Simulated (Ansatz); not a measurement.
# AgCl: stress in a strained cell

AgCl is deformed so: equal xx and yy strain of +1 %. What stress and forces result, by LAPW, PAW and all-electron datasets made for the crystal?

Program: Ansatz 0.2.0. Level of theory: DFT PBE, scalar-relativistic. These are calculated values, not measurements.

## 1. The system as given

Symmetry: Fm-3m, No. 225, cubic system. The conventional cell has a = 5.546 Å, b = 5.546 Å, c = 5.546 Å, α = 90.00°, β = 90.00°, γ = 90.00°. Ag (site symmetry m-3m) is surrounded by 6 Cl at 2.77 Å. Cl (site symmetry m-3m) is surrounded by 6 Ag at 2.77 Å.

As a file:

```cif
data_structure
_symmetry_space_group_name_H-M 'Fm-3m'
_symmetry_Int_Tables_number 225
_cell_length_a 5.5463
_cell_length_b 5.5463
_cell_length_c 5.5463
_cell_angle_alpha 90.000
_cell_angle_beta 90.000
_cell_angle_gamma 90.000
_cell_volume 170.61
loop_
_atom_site_label
_atom_site_type_symbol
_atom_site_symmetry_multiplicity
_atom_site_Wyckoff_symbol
_atom_site_fract_x
_atom_site_fract_y
_atom_site_fract_z
_atom_site_occupancy
Ag1 Ag 4 b 0.50000 0.00000 0.00000 1
Cl1 Cl 4 a 0.00000 0.00000 0.00000 1
```

The file gives the conventional cell by its symmetry; the runs use the cell typed in the input.

Atoms are numbered in the order of the input: Ag1, Cl2.

## 2. After the deformation

Space group Fm-3m before, I4/mmm after.

## 3. All-electron LAPW

input.yaml

```yaml
crystal:
  lattice:
    - [0.0, 2.8008815, 2.77315]
    - [2.8008815, 0.0, 2.77315]
    - [2.8008815, 2.8008815, 0.0]
  atoms:
    - { symbol: Ag, position: [0.5, 0.5, 0.5] }
    - { symbol: Cl, position: [0.0, 0.0, 0.0] }
kpoints:
  mp_grid: { grid: [8, 8, 8] }
  band_path:
    path:
      - [0.0, 0.0, 0.0]
      - [0.0, 0.5, 0.5]
      - [0.25, 0.75, 0.5]
      - [0.0, 0.5, 0.0]
      - [0.0, 0.0, 0.0]
      - [0.5, 0.5, 0.0]
      - [0.3775125, 0.6224875, 0.0]
      - [-0.3775125, 0.3775125, 0.0]
      - [0.0, 0.0, 0.0]
    npoints: 5
scf:
  occupations: { method: fermi_dirac, width: 0.02 }
hamiltonian:
  xc: pbe
  pseudopotentials: { kind: all_electron, lapw: { basis_error: 0.0005 } }
output:
  forces: true
  stress: true
  eigenvalues: true
```

Run with:

```
$ ansatz run input.yaml --threads 1 --pin off --max-ram 3072MiB --backend cpu --events-out ev --progress --plain --runs-dir out
```

## 4. PAW with frozen cores

input.yaml

```yaml
crystal:
  lattice:
    - [0.0, 2.8008815, 2.77315]
    - [2.8008815, 0.0, 2.77315]
    - [2.8008815, 2.8008815, 0.0]
  atoms:
    - { symbol: Ag, position: [0.5, 0.5, 0.5] }
    - { symbol: Cl, position: [0.0, 0.0, 0.0] }
kpoints:
  mp_grid: { grid: [8, 8, 8] }
scf:
  occupations: { method: fermi_dirac, width: 0.02 }
hamiltonian:
  xc: pbe
  pseudopotentials: { kind: paw }
output:
  forces: true
  stress: true
  eigenvalues: true
  efg: { contact_densities: true }
  write_density: true
  write_potential: true
  elf: true
  volumetric_format: npy
```

## 5. Datasets made for this crystal

input.yaml: that of step 4 with these lines changed.

```diff
@@ -14,3 +14,3 @@
   xc: pbe
-  pseudopotentials: { kind: paw }
+  pseudopotentials: { kind: all_electron, datasets: crystal }
 output:
@@ -20,5 +20 @@
   efg: { contact_densities: true }
-  write_density: true
-  write_potential: true
-  elf: true
-  volumetric_format: npy
```

(Steps that only read results are left out.)

What does the calculation give? Wanted: pressure; largest shear or deviatoric stress.

The runs gave:

| quantity | value |
| --- | --- |
| pressure | LAPW 0.67, PAW 0.67, crystal datasets 0.67 GPa |
| largest shear or deviatoric stress (LAPW) | 0.13 GPa |

What this shows: The largest part of the stress beyond the pressure is 0.13 GPa in size, in the zz component; the atoms are carried along and not relaxed. No run of the undeformed cell stands beside it, so the pressure holds what the given cell had before the change. PAW: stress within 0.01 GPa of LAPW. Crystal datasets: stress within 0.01 GPa of LAPW.
